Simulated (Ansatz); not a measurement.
## CaF$_{2}$ under pressure

All numbers below come from Ansatz 0.2.0, DFT PBEsol, scalar-relativistic, plane waves, PAW. Plane waves to 420 eV; Γ-centred k mesh 8×8×8; fixed occupations. No spin polarisation. Phonons by linear response, acoustic sum rule imposed.

Relaxed structure:
```xyz
3
Lattice="0.0000 2.7103 2.7103 2.7103 0.0000 2.7103 2.7103 2.7103 0.0000" Properties=species:S:1:pos:R:3 pbc="T T T"
Ca    0.0000    0.0000    0.0000
F     1.3551    1.3551    1.3551
F     4.0654    4.0654    4.0654
```

The cell is relaxed again at -3 and -1 and 2 and 4 and 5 and 6 and 9 and 11 and 12 and 20 and 22 and 25 and 30 and 40 and 50 GPa. How do volume, gap and optical modes at Γ (cm⁻¹, counted from the lowest optical one; a degenerate one stands once) change?

Results:

```tsv
	0 GPa	-3 GPa	-1 GPa	2 GPa	4 GPa	5 GPa	6 GPa	9 GPa	11 GPa	12 GPa	20 GPa	22 GPa	25 GPa	30 GPa	40 GPa	50 GPa
V/V0	1.000	1.038	1.012	0.978	0.959	0.950	0.941	0.918	0.904	0.897	0.852	0.842	0.828	0.808	0.773	0.744
gap (eV)	7.25	7.03	7.18	7.38	7.50	7.55	7.61	7.76	7.86	7.91	8.24	8.32	8.43	8.60	8.71	8.80
ε∞, mean	2.32	2.30	2.32	2.34	2.35	2.36	2.37	2.38	2.40	2.40	2.44	2.45	2.47	2.49	2.53	2.56
mode 1	249	223	241	264	278	285	291	309	320	325	363	372	384	403	438	468
mode 4	319	300	313	330	341	346	351	365	374	378	409	416	427	443	473	499
```